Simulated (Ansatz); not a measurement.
**NbP under changes of volume**

One of the cells (16.103 Å³/atom); the others are scaled copies at fixed shape and fractional positions:

```
Nb P
1.0
    -1.67492    1.67492    5.74011
     1.67492   -1.67492    5.74011
     1.67492    1.67492   -5.74011
Nb P
2 2
Direct
  0.24988 0.74988 0.50000
  0.49988 0.49988 0.00000
  0.83275 0.33275 0.50000
  0.08275 0.08275 0.00000
```

The cell is a database's computed one.

| Item | Value |
| --- | --- |
| Program | Ansatz 0.2.0 |
| Functional | r2SCAN |
| Potentials or basis | Ansatz PAW |
| Cutoff | 500 eV (not typed: the program's choice for these potentials) |
| k mesh | 11 × 11 × 11 |
| Occupations | fermi-dirac, width 0.05 eV |
| Spin | no spin polarisation |

```csv
volume (Å³/atom),energy over the lowest point (meV/atom),pressure (GPa),largest force (eV/Å)
15.137,28.25,11.7,0.021
15.459,9.73,6.8,0.012
15.781,0.62,2.4,0.004
16.103,0.00,-1.6,0.003
16.425,?,?,?
16.747,20.87,-8.5,0.015
17.069,40.91,-11.4,0.020
```

Task: What does the run at 16.425 Å³/atom give?

Result: Energy over the lowest point 7.00 meV/atom; pressure -5.2 GPa; largest force 0.009 eV/Å.

Worked out: A Birch-Murnaghan fit of order 3 (a polynomial in V^(-2/3)) to the other rows has its minimum at 15.97 Å³/atom with B0 = V·E''(V) = 197 GPa and B' = 4.2 at fixed shape and positions, which overstates the stiffness. It gives 7.00 meV/atom at 16.425 Å³/atom, against the run's 7.00, and -dE/dV = -5.3 GPa, against -5.2.

Energies are extrapolated to zero smearing.

Caveats: the PAW data sets come from PBE, with cores solved anew for the run's functional, which leaves a small shift of forces and pressure.
